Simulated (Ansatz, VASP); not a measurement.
**Co: VASP beside Ansatz**

```xyz
2
Lattice="2.4937 0.0000 0.0000 -1.2468 2.1596 0.0000 0.0000 0.0000 4.0329" Properties=species:S:1:pos:R:3 pbc="T T T"
Co    1.2468    0.7199    1.0082
Co    0.0000    1.4397    3.0247
```

Alike in both runs: functional PBE; k mesh 21 × 21 × 10; occupations gaussian, width 0.1 eV; collinear spin.

Ansatz relaxed the structure, and its values are those at the end. VASP's run is a single point on that final structure, the one shown.

|  | VASP | Ansatz |
| --- | --- | --- |
| version | VASP 6.6.1 | Ansatz 0.2.0 |
| potentials or method | VASP PAW PBE potentials, release 64 (Co) | scalar-relativistic, plane waves, PAW |
| plane-wave cutoff (eV) | 520 | 420 |
| valence electrons in the cell | 18 | 34 |

|  | VASP | Ansatz | Ansatz less VASP |
| --- | --- | --- | --- |
| gap on the k mesh at the Fermi level (eV) | none | none | - |
| pressure (GPa) | -0.8 | 0.0 | +0.76 |
| net moment per atom (μB) | 1.60 | 1.61 | +0.010 |
| size of the moment on the site where the two differ most (μB) | 1.62 | 1.69 | +0.066 |

Site moments also hang on the region over which each program counts them. A gap of «none» marks a metal or a gap that the smearing closes. The two sets of potentials don't hold the same shells in valence.
